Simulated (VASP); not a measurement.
**C: single point with PBE+D3(BJ)**

C:

```
C
1.0
     2.45600    0.00000    0.00000
    -1.22800    2.12696    0.00000
     0.00000    0.00000    6.69600
C
4
Direct
  0.00000 0.00000 0.75000
  0.00000 0.00000 0.25000
  0.33333 0.66667 0.75000
  0.66667 0.33333 0.25000
```

| Property | Result |
| --- | --- |
| Program | VASP 6.6.1 |
| Task | single point |
| Functional | PBE |
| Dispersion | D3(BJ) |
| Potentials or basis | VASP PAW PBE potentials, release 64 (C) |
| Cutoff | 600 eV |
| k mesh | 12 × 12 × 4 |
| Occupations | gaussian, width 0.02 eV |
| Spin | no spin polarisation |

The pressure is 3.4 GPa and the band gap on the k mesh is none (metal or under the smearing width). The dispersion energy per atom is -0.157 eV.

Stress tensor (GPa, compression positive):
```
 5.13  0.00  0.00
 0.00  5.13  0.00
 0.00  0.00 -0.18
```

Levels at points of the mesh, in eV from the Fermi level:
| k point | band 5 | band 6 | band 7 | band 8 | band 9 | band 10 | band 11 | band 12 |
| --- | --- | --- | --- | --- | --- | --- | --- | --- |
| (0.00, 0.00, 0.00) | -3.01 | -3.01 | -2.99 | -2.99 | 4.27 | 8.40 | 8.40 | 8.45 |
| (0.50, 0.00, 0.00) | -6.44 | -6.39 | -2.78 | -2.09 | 1.52 | 2.20 | 7.32 | 7.72 |
| (0.00, 0.00, 0.50) | -3.00 | -3.00 | -3.00 | -3.00 | 8.36 | 8.43 | 8.43 | 8.43 |
| (0.50, 0.00, 0.50) | -6.41 | -6.41 | -2.37 | -2.37 | 1.66 | 1.66 | 7.52 | 7.52 |

Wall time 23 s on 1 thread of Intel(R) Xeon(R) 6975P-C (Granite Rapids) (shared host), peak memory 0.16 GiB.
